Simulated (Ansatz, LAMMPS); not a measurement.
# Amorphous SiO2 (96 atoms): geometry optimisation

Aim: bring amorphous SiO2 (96 atoms) to a nearby minimum of the energy and see what moves.

Method: Kohn-Sham DFT, PBE, PAW (set soft_2), plane waves, in Ansatz 0.2.0.

**What experiment says.** A silica glass plate was measured by high-energy x-ray diffraction at 20 K and the Si-O distance was taken from the first PDF peak (“Polyhedral units and network connectivity in calcium aluminosilicate glasses from high-energy x-ray diffraction”, 2000, arxiv:cond-mat/0007490): nearest Si–O distance 1.61 Å; number of O about Si 4. The nearest silicon-silicon distance in amorphous silica was obtained by fitting a symmetric peak to the measured radial distribution (as quoted in “New insights into the origin of the first sharp diffraction peak in amorphous silica from an analysis of chemical and radial ordering”, 2024, arxiv:2403.10632): nearest Si–Si distance 3.08 Å; nearest O–O distance 2.63 Å. The mean Si-O-Si angle was obtained by reanalysing earlier high-energy photon diffraction data in combination with published neutron diffraction data on silica glass (“Bond angle distribution in amorphous germania and silica”, 1996, arxiv:chem-ph/9603004): Si–O–Si angle 148.3 °.

### 1. The structure

The cell holds 96 atoms: 32 Si and 64 O. Its edges and angles: a = 11.499 Å, b = 11.499 Å, c = 11.499 Å, α = 90.0°, β = 90.0°, γ = 90.0°. 96 atoms (32 Si, 64 O) placed at random at 2.1 g/cm³, melted at 5000 K for 10 ps at fixed volume with the Vashishta potential (Vashishta, Kalia, Rino and Ebbsjo, Phys. Rev. B 41, 12197 (1990)). Quenched from 5000 K to 300 K at 50 K/ps and fixed volume, held 5 ps, then minimised at fixed cell. The density is one point of a scan and needn't be that of the real material.

Before any run, some limits are plain. The quench rate of 50 K/ps is orders of magnitude faster than experiment, which tends to freeze in extra defects. The network of bonds at the start is that of the classical potential that made the cell. Sampling is at Γ alone, for a cell whose shortest periodic width is 11 Å.

### 2. How the cell was made

A classical potential makes the cell, at a small fraction of what the same run would cost in DFT.

This step: classical MD, Vashishta potential (Vashishta, Kalia, Rino and Ebbsjo, Phys. Rev. B 41, 12197 (1990)) (LAMMPS 22 Jul 2025 - Update 4).

Input file in.lmp:

```
# melt-quench of Si32O64
units metal
atom_style atomic
boundary p p p
region box block 0 11.4986 0 11.4986 0 11.4986
create_box 2 box
mass 1 28.0850   # Si
mass 2 15.9990   # O
create_atoms 1 random 32 4103 NULL overlap 1.4 maxtry 2000
create_atoms 2 random 64 4110 NULL overlap 1.4 maxtry 2000
pair_style vashishta/table 100000 0.2
pair_coeff * * SiO.1990.vashishta Si O
neigh_modify delay 0 every 1 check yes
thermo_style custom step time temp pe press density
thermo_modify norm yes
timestep 0.001
thermo 100
min_style cg
minimize 1e-4 1e-4 200 2000
reset_timestep 0
velocity all create 5000 4104 mom yes dist gaussian
fix lim all nve/limit 0.05
fix lan all langevin 5000 5000 0.1 4105 zero yes
thermo 500
run 1000 post no
unfix lim
unfix lan
thermo 1666
fix md all nvt temp 5000 5000 0.1
run 10000 post no
unfix md
thermo 9400
fix md all nvt temp 5000 300 0.1
run 94000 post no
unfix md
thermo 2500
fix md all nvt temp 300 300 0.1
run 5000 post no
unfix md
thermo 100
min_style cg
minimize 0 1e-3 2000 20000
write_dump all custom glass.dump id type xs ys zs modify sort id
```

Launch:

```console
$ lmp -in in.lmp -log none -nocite
```

Numbers of over 12 decimals in the logs are rounded to 6 here.

The log of the run:

```text
LAMMPS (22 Jul 2025 - Update 4)
Created orthogonal box = (0 0 0) to (11.4986 11.4986 11.4986)
Created 32 atoms
Created 64 atoms
   Step          Time           Temp          PotEng         Press         Density
         0   0              0              6.0771078      1737371.7      2.0999828
       100   0.1            0             -8.5771769     -64486.389      2.0999828
       131   0.131          0             -8.6761244     -51664.286      2.0999828
Loop time of 0.11997 s on 1 MPI rank(s) for 131 steps with 96 atoms
Minimization stats:
  Stopping criterion = energy tolerance
  Energy initial, next-to-last, final =
      6.07710783176862  -8.67526912256708  -8.67612437855361
  Force two-norm initial, final = 864.42503 2.5901229
  Iterations, force evaluations = 131 199
   Step          Time           Temp          PotEng         Press         Density
         0   0              5000          -8.6761244     -8528.0305      2.0999828
[... 10 lines left out ...]
[... 2 lines left out ...]
Loop time of 5.33094 s on 1 MPI rank(s) for 10000 steps with 96 atoms
   Step          Time           Temp          PotEng         Press         Density
[... 12 lines left out ...]
Loop time of 45.161 s on 1 MPI rank(s) for 94000 steps with 96 atoms
   Step          Time           Temp          PotEng         Press         Density
[... 2 lines left out ...]
    110000   110            298.14419     -8.9091411     -35737.235      2.0999828
Loop time of 2.21171 s on 1 MPI rank(s) for 5000 steps with 96 atoms
   Step          Time           Temp          PotEng         Press         Density
    110000   110            298.14419     -8.9091411     -35737.235      2.0999828
    110100   110.1          298.14419     -8.9536123     -41475.359      2.0999828
    110146   110.146        298.14419     -8.9536128     -41430.942      2.0999828
Loop time of 0.176904 s on 1 MPI rank(s) for 146 steps with 96 atoms
Minimization stats:
  Stopping criterion = force tolerance
  Energy initial, next-to-last, final =
     -8.90914113712238  -8.95361279222745  -8.95361279095672
  Force two-norm initial, final = 18.604342 0.0009743883
  Iterations, force evaluations = 146 292
```

Elapsed: 54 s, on 1 thread of Intel Xeon 6975P-C (Granite Rapids), shared host; peak memory 0.066 GiB.

### 3. Single point at the start

A single point comes first, to see the forces before anything moves.

Input file input.yaml:

```yaml
crystal:
  lattice:
    - [11.4986, 0.0, 0.0]
    - [0.0, 11.4986, 0.0]
    - [0.0, 0.0, 11.4986]
  atoms:
    - { symbol: Si, position: [0.95802, 0.47016, 0.76363] }
    - { symbol: Si, position: [0.3917, 0.8209, 0.94294] }
    - { symbol: Si, position: [0.44594, 0.36803, 0.02297] }
    - { symbol: Si, position: [0.46993, 0.14468, 0.16787] }
    - { symbol: Si, position: [0.89693, 0.3473, 0.54925] }
    - { symbol: Si, position: [0.07204, 0.6923, 0.09796] }
    - { symbol: Si, position: [0.7067, 0.10865, 0.80495] }
    - { symbol: Si, position: [0.3904, 0.36388, 0.5598] }
    - { symbol: Si, position: [0.31519, 0.59285, 0.06018] }
    - { symbol: Si, position: [0.68138, 0.50716, 0.99357] }
    - { symbol: Si, position: [0.31868, 0.97033, 0.29298] }
    - { symbol: Si, position: [0.75049, 0.4216, 0.33925] }
    - { symbol: Si, position: [0.45708, 0.22142, 0.78368] }
    - { symbol: Si, position: [0.8625, 0.24252, 0.1913] }
    - { symbol: Si, position: [0.68501, 0.96801, 0.45512] }
    - { symbol: Si, position: [0.32148, 0.9783, 0.75694] }
    - { symbol: Si, position: [0.74961, 0.72245, 0.56821] }
    - { symbol: Si, position: [0.06349, 0.92316, 0.69282] }
    - { symbol: Si, position: [0.79755, 0.67747, 0.83264] }
    - { symbol: Si, position: [0.8818, 0.99028, 0.15766] }
    - { symbol: Si, position: [0.02444, 0.72272, 0.52829] }
    - { symbol: Si, position: [0.8338, 0.61508, 0.19646] }
    - { symbol: Si, position: [0.95708, 0.86502, 0.93437] }
    - { symbol: Si, position: [0.12437, 0.47253, 0.56496] }
    - { symbol: Si, position: [0.8686, 0.0794, 0.59134] }
    - { symbol: Si, position: [0.68215, 0.82964, 0.21943] }
    - { symbol: Si, position: [0.4758, 0.12802, 0.42604] }
    - { symbol: Si, position: [0.55719, 0.55568, 0.45181] }
    - { symbol: Si, position: [0.44401, 0.71702, 0.26893] }
    - { symbol: Si, position: [0.85412, 0.30577, 0.93229] }
    - { symbol: Si, position: [0.60865, 0.97036, 0.01402] }
    - { symbol: Si, position: [0.07342, 0.87244, 0.30048] }
    - { symbol: O, position: [0.08442, 0.48121, 0.70158] }
    - { symbol: O, position: [0.66579, 0.00591, 0.8921] }
    - { symbol: O, position: [0.36455, 0.04947, 0.18371] }
    - { symbol: O, position: [0.4182, 0.90582, 0.68874] }
    - { symbol: O, position: [0.95557, 0.36644, 0.8572] }
    - { symbol: O, position: [0.17929, 0.96412, 0.29743] }
    - { symbol: O, position: [0.34026, 0.46039, 0.0216] }
    - { symbol: O, position: [0.52469, 0.15504, 0.29631] }
    - { symbol: O, position: [0.77647, 0.05521, 0.69566] }
    - { symbol: O, position: [0.90801, 0.58987, 0.81776] }
    - { symbol: O, position: [0.9289, 0.96158, 0.03298] }
    - { symbol: O, position: [0.00784, 0.9287, 0.82144] }
    - { symbol: O, position: [0.25521, 0.41603, 0.54659] }
    - { symbol: O, position: [0.698, 0.90617, 0.10256] }
    - { symbol: O, position: [0.43395, 0.27458, 0.12815] }
    - { symbol: O, position: [0.5051, 0.87662, 0.99282] }
    - { symbol: O, position: [0.95476, 0.62289, 0.12797] }
    - { symbol: O, position: [0.19521, 0.97364, 0.6945] }
    - { symbol: O, position: [0.57904, 0.05593, 0.4896] }
    - { symbol: O, position: [0.37034, 0.03652, 0.40523] }
    - { symbol: O, position: [0.42462, 0.25031, 0.47869] }
    - { symbol: O, position: [0.84308, 0.78799, 0.90665] }
    - { symbol: O, position: [0.75966, 0.32512, 0.23834] }
    - { symbol: O, position: [0.87077, 0.43006, 0.6608] }
    - { symbol: O, position: [0.05862, 0.81219, 0.42536] }
    - { symbol: O, position: [0.36164, 0.6903, 0.967] }
    - { symbol: O, position: [0.89943, 0.28176, 0.06169] }
    - { symbol: O, position: [0.69798, 0.84749, 0.52782] }
    - { symbol: O, position: [0.36913, 0.1097, 0.78301] }
    - { symbol: O, position: [0.41216, 0.31694, 0.69052] }
    - { symbol: O, position: [0.88358, 0.70115, 0.5239] }
    - { symbol: O, position: [0.55654, 0.45546, 0.02968] }
    - { symbol: O, position: [0.37064, 0.83805, 0.28349] }
    - { symbol: O, position: [0.45377, 0.28685, 0.90856] }
    - { symbol: O, position: [0.75041, 0.39917, 0.93896] }
    - { symbol: O, position: [0.55872, 0.0866, 0.07539] }
    - { symbol: O, position: [0.97174, 0.24589, 0.27589] }
    - { symbol: O, position: [0.90351, 0.21461, 0.59326] }
    - { symbol: O, position: [0.0245, 0.39067, 0.50762] }
    - { symbol: O, position: [0.83592, 0.52832, 0.30525] }
    - { symbol: O, position: [0.37529, 0.62799, 0.18346] }
    - { symbol: O, position: [0.79963, 0.18977, 0.87431] }
    - { symbol: O, position: [0.75314, 0.7211, 0.70816] }
    - { symbol: O, position: [0.79143, 0.74382, 0.23407] }
    - { symbol: O, position: [0.80272, 0.04109, 0.47392] }
    - { symbol: O, position: [0.05213, 0.77784, 0.98897] }
    [... 12 atom lines left out ...]
    - { symbol: O, position: [0.30885, 0.90777, 0.88032] }
    - { symbol: O, position: [0.47512, 0.65272, 0.3901] }
    - { symbol: O, position: [0.66933, 0.92349, 0.3223] }
    - { symbol: O, position: [0.05666, 0.78935, 0.64841] }
    - { symbol: O, position: [0.1055, 0.77183, 0.20798] }
    - { symbol: O, position: [0.82064, 0.10901, 0.17966] }
kpoints:
  mp_grid: { grid: [1, 1, 1] }
hamiltonian:
  xc: pbe
scf:
  occupations: { method: fermi_dirac, width: 0.025 }
output:
  forces: true
```

Launch:

```console
$ ansatz run input.yaml --threads 4 --pin off --max-ram 8192MiB --backend cpu --events-out ev --progress --plain --runs-dir out
```

The log of the run:

```text
Engine: ansatz 0.2.0, x86_64-unknown-linux-gnu
Pseudopotentials: kind: paw
Pseudopotential: Si, paw, valence charge 4, recommended cutoff 420 eV (normal), Si.paw.azcp
Pseudopotential: O, paw, valence charge 6, recommended cutoff 420 eV (normal), O.paw.azcp
[... 5 lines on functional and potentials left out ...]
Crystal: 96 atoms, lattice volume = 1520.320 Å³
Basis set: ecut = 420 eV, 29711 PW (Γ), exchange–correlation on 160×160×160 points (8 copies of the dense FFT grid, shifted against one another)
Bands: 352, of which v1, the nominal top of the filled ones, is band 256 counted from 1 (255 counted from 0)
Symmetry: 1 space group operations
Space group: P1 (ITA 1), of the structure as read, at distance tolerance 1.1e-4 Å
k-points: 1
[... 5 lines on functional and potentials left out ...]
Initial density: superposition of atomic densities (neutral atoms: chi_scale 0, normalization atom), corrected by the library's trained network
Initial wavefunctions: pseudopotential atomic-orbital guess
Functional: x = pbe(κ = 0.804, μ = 0.219515), c = pbe(β = 0.066725)
SCF iter   1: F=—  HF=-56757.023266 eV  |F-HF|=—  |Δ(HF+E_count)|=         —  Δρ=5.83e-3  dr2=1.14e0  ethr=1.77e-3  ⟨swp⟩=6.0  Hψ=1701  notcnv=0  defer=73
preconditioner: auto → Resta (q_TF=auto, 2.276 Å⁻¹)  ε∞=2.8  [insulator: Δε(μ)=2.052 eV  Ē_g=16.281 eV  σ=0.025 eV  W_gap=1.00  n_scr=304 (ndim 8)  ℏωp=21.5 eV  f_vac=0.270  D(μ)=0.00/eV (n_scr^D=0)  ε∞_Penn≈2.8  vacuum switching on, ρ_ref=1.9e-2 e/Å³]
SCF iter   2: F=—  HF=-56756.768317 eV  |F-HF|=—  |Δ(HF+E_count)|=   2.55e-1  Δρ=5.02e-3  dr2=2.88e-1  ethr=2.22e-4  ⟨swp⟩=3.0  Hψ=611  notcnv=0  defer=92
SCF iter   3: F=—  HF=-56756.715502 eV  |F-HF|=—  |Δ(HF+E_count)|=   5.28e-2  Δρ=1.33e-3  dr2=6.88e-2  ethr=5.62e-5  ⟨swp⟩=3.0  Hψ=552  notcnv=0  defer=36
automatic band count: iteration 3 solves 297 bands in place of 352: the levels show a gap, and the empty bands left out lie too high to hold charge; the band table lists the bands solved (type scf.n_extra_bands for more)
SCF iter   4: F=—  HF=-56756.699295 eV  |F-HF|=—  |Δ(HF+E_count)|=   1.62e-2  Δρ=9.68e-4  dr2=1.38e-2  ethr=1.34e-5  ⟨swp⟩=3.0  Hψ=464  notcnv=0  defer=36
SCF iter   5: F=—  HF=-56756.697489 eV  |F-HF|=—  |Δ(HF+E_count)|=   1.81e-3  Δρ=5.06e-4  dr2=4.44e-3  ethr=2.69e-6  ⟨swp⟩=3.0  Hψ=560  notcnv=0  defer=32
SCF iter   6: F=—  HF=-56756.697281 eV  |F-HF|=—  |Δ(HF+E_count)|=   2.08e-4  Δρ=2.36e-4  dr2=1.07e-3  ethr=8.68e-7  ⟨swp⟩=3.0  Hψ=463  notcnv=0  defer=32
SCF iter   7: F=—  HF=-56756.697260 eV  |F-HF|=—  |Δ(HF+E_count)|=   2.14e-5  Δρ=1.31e-4  dr2=4.51e-4  ethr=2.08e-7  ⟨swp⟩=2.0  Hψ=459  notcnv=0  defer=32
SCF iter   8: F=—  HF=-56756.697201 eV  |F-HF|=—  |Δ(HF+E_count)|=   5.93e-5  Δρ=3.89e-5  dr2=3.06e-5  ethr=8.81e-8  ⟨swp⟩=2.0  Hψ=458  notcnv=0  defer=32
SCF iter   9: F=—  HF=-56756.696876 eV  |F-HF|=—  |Δ(HF+E_count)|=   3.25e-4  Δρ=7.65e-6  dr2=6.36e-7  ethr=5.98e-9  ⟨swp⟩=3.0  Hψ=463  notcnv=0  defer=32
SCF iter  10: F=-56756.696876 eV  HF=-56756.696876 eV  |F-HF|=2.70e-8  |Δ(HF+E_count)|=   1.22e-7  Δρ=2.66e-6  dr2=5.83e-8  ethr=1.95e-11  ⟨swp⟩=3.0  Hψ=1254  notcnv=0
SCF 1 converged in 10 iterations: F = -56756.696876 eV  dr2 = 5.83e-8
  greatest PAW one-centre occupation: 0.869 electrons in one spin orbital (limit 2), on the O atom at site 95 (counted from 0), in its partial waves of l = 0
SCF converged after 10 iterations
Free energy (F): -56756.696876 eV
Harris-Foulkes:  -56756.696876 eV  (|F-HF|=2.70e-8)
Internal energy: -56756.696874 eV  (E = F + TS)
E sigma→0 (E₀):  -56756.696875 eV
Entropy (-TS):   -0.000002 eV (-0.000 meV/atom)
Fermi energy:    4.042726 eV
--- Per-component energies (eV) ---
  E_band       = -3279.044226
  E_kinetic    = 12865.913807
  E_local      = -45529.614340  (includes V_loc(G=0)·N_el)
  E_nonlocal   = 3845.926236
  E_hartree    = 17782.639019
  E_xc         = -6529.027899
  E_vxc        = -7577.023398  (∫ρ·V_xc dr)
  E_paw        = -26598.751557  (= ΣΔE_a)
  E_vpaw       = -2449.697728  (= ΣTr[D̂ρ^β])
  E_aug_tail   = 0.165643  (compensation charges beyond the density's cutoff)
  E_ewald      = -12593.947782
  E_smearing   = -0.000002  (= −TS)
  E_closure    = -0.000000  (closes the sum)
  Σ components = -56756.696876   (vs F -56756.696876, Δ=0.00e0)
--- Forces (eV/Å), atoms counted from 1 ---
  atom   1  Si    -0.18822252    -0.31242029    -0.74069351
  atom   2  Si     0.02674178     0.92304248    -1.88431882
  atom   3  Si     0.69066903    -0.64832335    -0.79599432
  atom   4  Si    -0.51186295    -0.25427267     0.78950639
  atom   5  Si     0.67208256     0.15703335    -0.11811044
  atom   6  Si    -0.38123707     0.37816235     0.41272120
  atom   7  Si     0.16660799     1.09353294    -0.48378089
  atom   8  Si    -0.37358352    -0.08589950    -0.12170002
  atom   9  Si    -0.17812720    -0.77359881     1.26387981
  atom  10  Si     0.76124799    -0.59131302     0.09072916
  atom  11  Si     0.83327891     0.29686418     0.23487035
  atom  12  Si     0.55141233    -0.68221073    -0.28881894
  atom  13  Si    -0.46332558    -0.65765288     0.16443808
  atom  14  Si     4.44694191     1.96024073     2.80237657
[...]
atom  95  O      0.33955650    -0.02757095     0.14732674
  atom  96  O     -1.79719309    -2.50583311    -0.51538516
  max |Σ_I F_I| component: 2.49e-4 eV/Å
```

The job ended after 7.9 s (4 threads of Intel Xeon 6975P-C (Granite Rapids), shared host; peak memory 1.8 GiB; 29 s of CPU time).

The run gave:

```
free energy            : -56756.6969 eV
free energy per atom   : -591.2156 eV/atom
SCF cycles             : 10
r.m.s. force component : 0.7291 eV/Å
longest force          : 5.61 eV/Å
Fermi energy           : 4.043 eV
```

The r.m.s. force component of 0.73 eV/Å sets the starting point.

Neighbours are counted within 2.02 Å (O-Si).

Length of the force by element and coordination:

```
element  coordination  atoms  mean length of the force (eV/Å)  spread  least   most
      O           all     64                            0.808   0.590  0.140   3.16
      O             1      2                            0.905  0.0742  0.831  0.979
      O             2     62                            0.804   0.599  0.140   3.16
     Si           all     32                             1.26    1.09  0.215   5.61
     Si             3      2                             1.70   0.399   1.30   2.10
     Si             4     30                             1.24    1.11  0.215   5.61
```

(Continued in part 2 of 4.)

[Logs are printed without paths, hosts, clocks, repeated set-up lines and the standing remarks that a program may print on its own settings, such as how far it seeks lower states.]

[Hosts, paths, dates, database ids (printed as entryN), source tags and the programs' standing remarks are cut or masked in the printed files.]
